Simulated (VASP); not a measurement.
Crystal: ZnS.

```
CELL_PARAMETERS angstrom
0.00000 2.70200 2.70200
2.70200 0.00000 2.70200
2.70200 2.70200 0.00000
ATOMIC_POSITIONS crystal
Zn 0.25000 0.25000 0.25000
S 0.00000 0.00000 0.00000
```

- Program: VASP 6.6.1
- Task: relaxation of cell and atoms
- Functional: PBEsol
- Potentials or basis: VASP PAW PBE potentials, release 64 (Zn, S)
- Cutoff: 600 eV
- k mesh: 10 × 10 × 10
- Occupations: gaussian, width 0.03 eV
- Spin: no spin polarisation

At the start: pressure -1.7 GPa; volume 19.73 Å³/atom.

How do energy, volume and symmetry change on relaxing?

Over 3 steps the energy falls by 2.7 meV/atom and the volume is 19.26 Å³/atom (-2.4 %); space group F-43m (No. 216, to 0.05 Å).

The path:
```
step  energy change (eV)  largest force (eV/Å)  pressure (GPa)  volume (Å³)
   1              0.0000                0.0000           -1.73        39.45
   2             -0.0049                0.0000            0.60        38.25
   3             -0.0054                0.0000           -0.03        38.51
```

Final structure:
```xyz
2
Lattice="0.0000 2.6803 2.6803 2.6803 0.0000 2.6803 2.6803 2.6803 0.0000" Properties=species:S:1:pos:R:3 pbc="T T T"
Zn    1.3402    1.3402    1.3402
S     0.0000    0.0000    0.0000
```

Caveat: the PAW data sets were made with another functional, which shifts forces and pressure a little.
